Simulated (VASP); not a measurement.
CdSe:

```xyz
2
Lattice="0.0000 3.0703 3.0703 3.0703 0.0000 3.0703 3.0703 3.0703 0.0000" Properties=species:S:1:pos:R:3 pbc="T T T"
Cd    0.0000    0.0000    0.0000
Se    1.5351    1.5351    1.5351
```

The cell was built by a generator and needn't be a form met in nature.

```yaml
Program: VASP 6.6.1
Task: relaxation of cell and atoms
Functional: PBEsol
Potentials_or_basis: VASP PAW PBE potentials, release 64 (Cd, Se)
Cutoff: 600 eV
k_mesh: 8 × 8 × 8
Occupations: gaussian, width 0.03 eV
Spin: no spin polarisation
```

At the start: pressure -1.1 GPa; volume 28.94 Å³/atom.

Task: Where does the relaxation end?

Result: Over 3 steps the energy falls by 2.5 meV/atom and the volume is 28.27 Å³/atom (-2.3 %); space group F-43m (No. 216, to 0.05 Å).

The path:
| step | energy change (eV) | largest force (eV/Å) | pressure (GPa) | volume (Å³) |
| --- | --- | --- | --- | --- |
| 1 | 0.0000 | 0.0000 | -1.15 | 57.88 |
| 2 | -0.0045 | 0.0000 | 0.33 | 56.16 |
| 3 | -0.0049 | 0.0000 | 0.02 | 56.53 |

Final structure:
```xyz
2
Lattice="0.0000 3.0462 3.0462 3.0462 0.0000 3.0462 3.0462 3.0462 0.0000" Properties=species:S:1:pos:R:3 pbc="T T T"
Cd    0.0000    0.0000    0.0000
Se    1.5231    1.5231    1.5231
```

Caveat: the PAW data sets were made with another functional, which shifts forces and pressure a little.
